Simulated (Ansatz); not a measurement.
## NaCl (Fm-3m) under several functionals

Plane-wave DFT in Ansatz with scalar-relativistic PAW potentials. The same structure was relaxed (cell and atoms, symmetry kept) in separate runs at each level. No spin polarisation.

| level | cutoff (eV) | k mesh | V (Å³/atom) | a (Å) | gap (eV) |
| --- | --- | --- | --- | --- | --- |
| PBE+D3(BJ) | 420 | 8×8×8 | 21.665 | 5.575 | 5.24 |
| PBEsol | 420 | 8×8×8 | 21.958 | 5.601 | 5.01 |
| PBE | 420 | 8×8×8 | 23.095 | 5.696 | 5.00 |

Question: Where does LDA (420 eV, k mesh 8×8×8) fall?

Answer: V (Å³/atom) 20.402, a (Å) 5.465, gap (eV) 5.07. Its volume is the smallest of the set. The usual order of volumes, LDA < PBEsol < PBE, holds here (20.402, 21.958, 23.095 Å³/atom). As a rule LDA overbinds; PBEsol, built on the gradient expansion of slowly varying densities, lies between LDA and PBE; PBE's stronger gradient term for exchange weakens bonds. Adding D3 to PBE changes the volume by -6.2 %; the term is attractive, so it pulls cells in. In ionic crystals its C6 for cations, set by coordination number and not by charge, is often too large, so it can pull in too far. Each gap belongs to its own cell, so it mixes the functional's effect with that of the volume; gaps are the least found on the k mesh or on a band path.